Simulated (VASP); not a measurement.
# BaTiO3: relaxation of cell and atoms with PBEsol

BaTiO3:

```
Ba Ti O
1.0
     3.96623    0.00000    0.00000
     0.00000    3.96623    0.00000
     0.00000    0.00000    3.96623
Ba Ti O
1 1 3
Direct
  0.00000 0.00000 0.00000
  0.50000 0.50000 0.50000
  0.50000 0.50000 0.00000
  0.00000 0.50000 0.50000
  0.50000 0.00000 0.50000
```

| Item | Value |
| --- | --- |
| Program | VASP 6.6.1 |
| Task | relaxation of cell and atoms |
| Functional | PBEsol |
| Potentials or basis | VASP PAW PBE potentials, release 64 (Ba_sv, Ti_sv, O) |
| Cutoff | 600 eV |
| k mesh | 8 × 8 × 8 |
| Occupations | gaussian, width 0.02 eV |
| Spin | no spin polarisation |
| Dipole correction | no |
| Further INCAR settings | ALGO = Normal; EDIFF = 1e-06; IBRION = 2; EDIFFG = -0.005; NSW = 100; ISIF = 3 |

| Property | Result |
| --- | --- |
| Relaxed volume | 12.64 Å³/atom |
| Relaxed cell | a = 3.983 Å, b = 3.983 Å, c = 3.983 Å, α = 90.00°, β = 90.00°, γ = 90.00° |
| Space group after relaxing (to 0.05 Å) | Pm-3m (No. 221) |
| Energy gained by relaxing | 1.2 meV/atom |
| Ionic steps | 3 |
| Pressure after relaxing | 0.0 GPa |
| Band gap on the k mesh | 1.73 eV, indirect (least direct gap 1.86 eV) |

The path:
| step | energy change (eV) | largest force (eV/Å) | pressure (GPa) | volume (Å³) |
| --- | --- | --- | --- | --- |
| 1 | 0.0000 | 0.0000 | 2.37 | 62.39 |
| 2 | 0.0007 | 0.0000 | -2.37 | 64.07 |
| 3 | -0.0059 | 0.0000 | 0.00 | 63.20 |

Final structure:
```
Ba Ti O
1.0
     3.98326    0.00000    0.00000
     0.00000    3.98326    0.00000
     0.00000    0.00000    3.98326
Ba Ti O
1 1 3
Direct
  0.00000 0.00000 0.00000
  0.50000 0.50000 0.50000
  0.50000 0.50000 0.00000
  0.00000 0.50000 0.50000
  0.50000 0.00000 0.50000
```

Levels at points of the mesh, in eV from the valence-band top:
```tsv
k point	band 16	band 17	band 18	band 19	band 20	band 21	band 22	band 23	band 24
(0.00, 0.00, 0.00)	-1.13	-1.13	-0.13	-0.13	-0.13	1.73	1.73	1.73	4.04
(0.50, 0.00, 0.00)	-2.01	-1.87	-1.87	-0.72	-0.72	1.90	3.56	3.56	4.05
(0.50, 0.50, 0.00)	-2.79	-1.74	-0.87	-0.87	-0.09	3.57	3.57	3.99	4.90
(0.50, 0.50, 0.50)	-2.41	-2.41	0.00	0.00	0.00	4.26	4.26	4.26	6.70
```

Run time: 74 s on 1 thread of Intel(R) Xeon(R) Platinum 8488C (Sapphire Rapids) (shared host), peak memory 0.23 GiB.

Caveat: the PAW data sets were made with another functional, which shifts forces and pressure a little; spin-orbit coupling is left out, which moves the levels of the heavy elements. Zero-point motion and thermal expansion aren't in these numbers.
